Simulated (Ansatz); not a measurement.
The following input was run with Ansatz 0.2.0.

```yaml
crystal:
  lattice:
    - [0.0, 2.9505525, 2.9505525]
    - [2.9505525, 0.0, 2.9505525]
    - [2.9505525, 2.9505525, 0.0]
  atoms:
    - { symbol: Sn, position: [0.0, 0.0, 0.0] }
    - { symbol: Se, position: [0.5, 0.5, 0.5] }
basis:
  ecutwfc: 420
kpoints:
  mp_grid: { grid: [10, 10, 10] }
hamiltonian:
  xc: pbesol
scf:
  occupations: { method: gaussian, width: 0.05 }
output:
  forces: true
  stress: true
  eigenvalues: true
```

It can be run as
```bash
ansatz run input.yaml --threads 1 --pin off --backend cpu --events-out ev --progress --plain --runs-dir out  # memory cap (--max-ram) not shown
```

The calculation used Ansatz, DFT PBEsol, scalar-relativistic, plane waves, PAW.

From the run's log, abridged (final results; tables in files aren't shown):

```
SCF 1 converged in 6 iterations: F = -11374.849233 eV  dr2 = 4.48e-10
SCF converged after 6 iterations
Free energy (F): -11374.849233 eV
Harris-Foulkes:  -11374.849233 eV  (|F-HF|=2.00e-9)
Internal energy: -11374.849233 eV  (E = F + TS)
E sigma→0 (E₀):  -11374.849233 eV
Fermi energy:    10.059442 eV
--- Per-component energies (eV) ---
  E_band       = -457.158801
  E_kinetic    = 304.922691
  E_local      = -3229.132298  (includes V_loc(G=0)·N_el)
  E_nonlocal   = -623.552328
  E_hartree    = 1709.121730
  E_xc         = -484.013535
  E_vxc        = -196.476231  (∫ρ·V_xc dr)
  E_paw        = -5929.401461  (= ΣΔE_a)
  E_vpaw       = -131.163604  (= ΣTr[D̂ρ^β])
  E_aug_tail   = -0.000623  (compensation charges beyond the density's cutoff)
  E_ewald      = -3124.086699
  E_core_change = 1.293290  (= ΣΔE_core)
  E_smearing   =  0.000000  (= −TS)
--- Forces (eV/Å), atoms counted from 1 ---
  atom   1  Sn     0.00000000     0.00000000     0.00000000
  atom   2  Se     0.00000000     0.00000000     0.00000000
--- Stress (GPa, compression-positive) ---
        1.443555       0.000000       0.000000
        0.000000       1.443555       0.000000
        0.000000       0.000000       1.443555
  P = ⅓ Tr σ = 1.4436 GPa (14.436 kbar)
--- Band table (eV; the first three rows and the last of 47) ---
  k-point 0: bands = ["-38.0502", "-38.0502", "-38.0481", "-38.0481", "-38.0481", "-11.6816", "-11.6816", "-11.6793", "-11.6793", "-11.6793", "-4.4751", "4.9161", "7.4713", "7.4713", "7.4713", "14.3396", "14.3396", "14.3396", "15.5643"]
  k-point 1: bands = ["-38.0502", "-38.0502", "-38.0481", "-38.0481", "-38.0481", "-11.6824", "-11.6824", "-11.6790", "-11.6779", "-11.6779", "-4.3960", "4.4204", "7.4836", "7.4836", "7.8722", "13.6468", "13.7610", "13.7610", "15.5628"]
  k-point 2: bands = ["-38.0502", "-38.0502", "-38.0481", "-38.0481", "-38.0481", "-11.6851", "-11.6851", "-11.6783", "-11.6738", "-11.6738", "-4.1720", "3.4464", "7.5258", "7.5258", "8.5633", "12.5468", "12.7534", "12.7534", "15.6595"]
  k-point 46: bands = ["-38.0503", "-38.0502", "-38.0481", "-38.0480", "-38.0479", "-11.7111", "-11.6796", "-11.6774", "-11.6675", "-11.6562", "-3.0305", "2.7791", "4.4463", "5.0336", "8.5635", "11.8757", "14.0788", "15.1409", "16.5514"]
```

Self-consistency was reached.